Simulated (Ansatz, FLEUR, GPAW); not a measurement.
**GaAs: programs and potentials compared**

```
As Ga
1.0
     0.00000    2.82685    2.82685
     2.82685    0.00000    2.82685
     2.82685    2.82685    0.00000
As Ga
1 1
Direct
  0.75000 0.75000 0.75000
  0.00000 0.00000 0.00000
```

Alike in all runs: task band structure; functional BLYP; k mesh 8 × 8 × 8; occupations fermi-dirac, width 0.05 eV; no spin polarisation; no spin-orbit coupling. Pressure is positive in compression and, in plane waves, holds the error of the finite cutoff, which Ansatz's Pulay term estimates and takes out. Gaps are the smaller of the mesh's and the band path's.

```csv
program and potentials,plane-wave cutoff (eV),notes,band gap (eV),pressure (GPa)
"Ansatz, Ansatz PAW",420,"potentials made for PBE, which Ansatz adapts in part; 14 valence electrons an atom on average; Pulay term of +0.03 GPa included",0.35,6.82
"GPAW, PAW data sets generated for this functional",600,4 valence electrons an atom on average,0.43,7.71
"FLEUR, all-electron, FLAPW",-,-,0.35,-
"Ansatz, all-electron LAPW, scalar-relativistic",-,-,?,?
```

Problem. Estimate from the other rows what the run with Ansatz, all-electron LAPW, scalar-relativistic gave.

Solution. Band gap 0.35 eV; pressure 6.87 GPa. The other rows, which needn't bracket it: band gap 0.35 to 0.43; pressure 6.82 to 7.71.
